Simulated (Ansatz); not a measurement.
NaBr:
```yaml
crystal:
  lattice:
    - [0.00000, 2.96339, 2.96339]
    - [2.96339, 0.00000, 2.96339]
    - [2.96339, 2.96339, 0.00000]
  atoms:
    - { symbol: Na, position: [0.00000, 0.00000, 0.00000] }
    - { symbol: Br, position: [0.50000, 0.50000, 0.50000] }
```

PBEsol (plane waves, PAW; program Ansatz) gives a gap of 4.07 eV without spin–orbit coupling, maximum at Γ, minimum at Γ.

### Question
What happens when spin–orbit coupling is switched on?

### Answer
The gap falls by 0.17 eV, to 3.90 eV; maximum at Γ, minimum at Γ.

### Question
How large is the spin–orbit splitting of the valence top at Γ?

### Answer
The fourfold level lies 0.53 eV above the split-off pair.

### Question
Give the electron effective mass with spin–orbit coupling.

### Answer
0.31 mₑ (isotropic).

### Question
Give the hole effective mass with spin–orbit coupling, band 1 of 2 at the edge.

### Answer
2.0 along [100], 3.3 along [110], 4.0 along [111] (mₑ).

### Question
Give the hole effective mass with spin–orbit coupling, band 2 of 2 at the edge.

### Answer
0.58 along [100], 0.52 along [110], 0.51 along [111] (mₑ).

Space group Fm-3m (rock salt). Symmetry was held in the PBEsol relaxation; of distortions, only those at the zone centre were tested.

Potentials: the later of the program's two PAW sets.
